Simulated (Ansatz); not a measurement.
# AlCo3: a scan of the volume

This session on AlCo3 sets out to follow energy and moments against volume.

Program: Ansatz 0.2.0. Level of theory: DFT PBEsol, scalar-relativistic, plane waves, PAW. These are calculated values, not measurements.

2 further runs of the same task are left out: 1 that didn't finish, 1 set aside as unsound or not needed. Runs told in other sessions of the task aren't counted.

### Step 1. The system as given

The structure is cubic, space group Pm-3m (No. 221). The conventional cell has a = 3.575 Å, b = 3.575 Å, c = 3.575 Å, α = 90.00°, β = 90.00°, γ = 90.00°. Al (site symmetry m-3m) is surrounded by 12 Co at 2.53 Å. Co (site symmetry 4/mmm) is surrounded by 4 Al at 2.53 Å and 8 Co at 2.53 Å.

Structure file:

```
Al Co
1.0
     3.57495    0.00000    0.00000
     0.00000    3.57495    0.00000
     0.00000    0.00000    3.57495
Al Co
1 3
Direct
  0.00000 0.00000 0.00000
  0.50000 0.50000 0.00000
  0.50000 0.00000 0.50000
  0.00000 0.50000 0.50000
```

Source of the structure: the Materials Project (structure only). It is taken as it stands there.

### Step 2. The base run, which the others are set against

Contents of input.yaml:

```yaml
crystal:
  lattice:
    - [3.574948, 0.0, 0.0]
    - [0.0, 3.574948, 0.0]
    - [0.0, 0.0, 3.574948]
  atoms:
    - { symbol: Al, position: [0.0, 0.0, 0.0] }
    - { symbol: Co, position: [0.5, 0.5, 0.0], spin: 1.46 }
    - { symbol: Co, position: [0.5, 0.0, 0.5], spin: 1.46 }
    - { symbol: Co, position: [0.0, 0.5, 0.5], spin: 1.46 }
basis:
  ecutwfc: 420
kpoints:
  mp_grid: { grid: [12, 12, 12] }
hamiltonian:
  xc: pbesol
scf:
  occupations: { method: gaussian, width: 0.1 }
output:
  forces: true
  stress: true
  eigenvalues: true
  populations: true
magnetization:
  spin_polarized: true
```

It was run beforehand and gave: -3951.0459 eV/atom at zero smearing, pressure -7.41 GPa, largest force 0.000 eV/Å, no gap on the mesh, site moments Al -0.06, Co +1.35 (×3) μB, in 14 SCF cycles and 27 s.

### Step 3. V/V0 = 0.8, start: ferromagnetic

Contents of input.yaml:

```yaml
crystal:
  lattice:
    - [3.3186877435, 0.0, 0.0]
    - [0.0, 3.3186877435, 0.0]
    - [0.0, 0.0, 3.3186877435]
  atoms:
    - { symbol: Al, position: [0.0, 0.0, 0.0] }
    - { symbol: Co, position: [0.5, 0.5, 0.0], spin: 3.0 }
    - { symbol: Co, position: [0.5, 0.0, 0.5], spin: 3.0 }
    - { symbol: Co, position: [0.0, 0.5, 0.5], spin: 3.0 }
basis:
  ecutwfc: 420
kpoints:
  mp_grid: { grid: [12, 12, 12] }
hamiltonian:
  xc: pbesol
scf:
  occupations: { method: gaussian, width: 0.1 }
  lower_state_search: "off"
output:
  forces: true
  stress: true
  eigenvalues: true
  populations: true
magnetization:
  spin_polarized: true
```

Started as:

```sh
ansatz run input.yaml --threads 1 --pin off --max-ram 2560MiB --backend cpu --events-out ev --progress --plain --runs-dir out
```

### Step 4. V/V0 = 0.86, start: ferromagnetic

input.yaml, as its differences from that of step 3:

```diff
@@ -2,5 +2,5 @@
   lattice:
-    - [3.3186877435, 0.0, 0.0]
-    - [0.0, 3.3186877435, 0.0]
-    - [0.0, 0.0, 3.3186877435]
+    - [3.3996630848, 0.0, 0.0]
+    - [0.0, 3.3996630848, 0.0]
+    - [0.0, 0.0, 3.3996630848]
   atoms:
```

### Step 5. V/V0 = 0.92, start: ferromagnetic

input.yaml, as its differences from that of step 4:

```diff
@@ -2,5 +2,5 @@
   lattice:
-    - [3.3996630848, 0.0, 0.0]
-    - [0.0, 3.3996630848, 0.0]
-    - [0.0, 0.0, 3.3996630848]
+    - [3.4769544791, 0.0, 0.0]
+    - [0.0, 3.4769544791, 0.0]
+    - [0.0, 0.0, 3.4769544791]
   atoms:
```

### Step 6. V/V0 = 0.96, start: ferromagnetic

input.yaml, as its differences from that of step 5:

```diff
@@ -2,5 +2,5 @@
   lattice:
-    - [3.4769544791, 0.0, 0.0]
-    - [0.0, 3.4769544791, 0.0]
-    - [0.0, 0.0, 3.4769544791]
+    - [3.5266319691, 0.0, 0.0]
+    - [0.0, 3.5266319691, 0.0]
+    - [0.0, 0.0, 3.5266319691]
   atoms:
```

### Step 7. V/V0 = 1.04, start: ferromagnetic

input.yaml, as its differences from that of step 6:

```diff
@@ -2,5 +2,5 @@
   lattice:
-    - [3.5266319691, 0.0, 0.0]
-    - [0.0, 3.5266319691, 0.0]
-    - [0.0, 0.0, 3.5266319691]
+    - [3.6219921844, 0.0, 0.0]
+    - [0.0, 3.6219921844, 0.0]
+    - [0.0, 0.0, 3.6219921844]
   atoms:
```

### Step 8. V/V0 = 1.1, start: ferromagnetic

input.yaml, as its differences from that of step 7:

```diff
@@ -2,5 +2,5 @@
   lattice:
-    - [3.6219921844, 0.0, 0.0]
-    - [0.0, 3.6219921844, 0.0]
-    - [0.0, 0.0, 3.6219921844]
+    - [3.6903477342, 0.0, 0.0]
+    - [0.0, 3.6903477342, 0.0]
+    - [0.0, 0.0, 3.6903477342]
   atoms:
```

### Step 9. V/V0 = 1.18, start: ferromagnetic

input.yaml, as its differences from that of step 8:

```diff
@@ -2,5 +2,5 @@
   lattice:
-    - [3.6903477342, 0.0, 0.0]
-    - [0.0, 3.6903477342, 0.0]
-    - [0.0, 0.0, 3.6903477342]
+    - [3.7777255043, 0.0, 0.0]
+    - [0.0, 3.7777255043, 0.0]
+    - [0.0, 0.0, 3.7777255043]
   atoms:
```

(Steps that only read results are left out.)

What results come out of these runs, taken together? Wanted: lowest point, start “ferromagnetic”.

The runs gave:

```
                           quantity        value
lowest point, start “ferromagnetic”  V/V0 = 0.96
```

In words: For the start “ferromagnetic” the lowest point lies at V/V0 = 0.96. The pressure passes through zero near V/V0 = 0.962, about 10.99 Å³/atom. The largest site moment goes from 0.32 μB at the smallest volume to 1.45 μB at the largest, growing as the bands narrow.
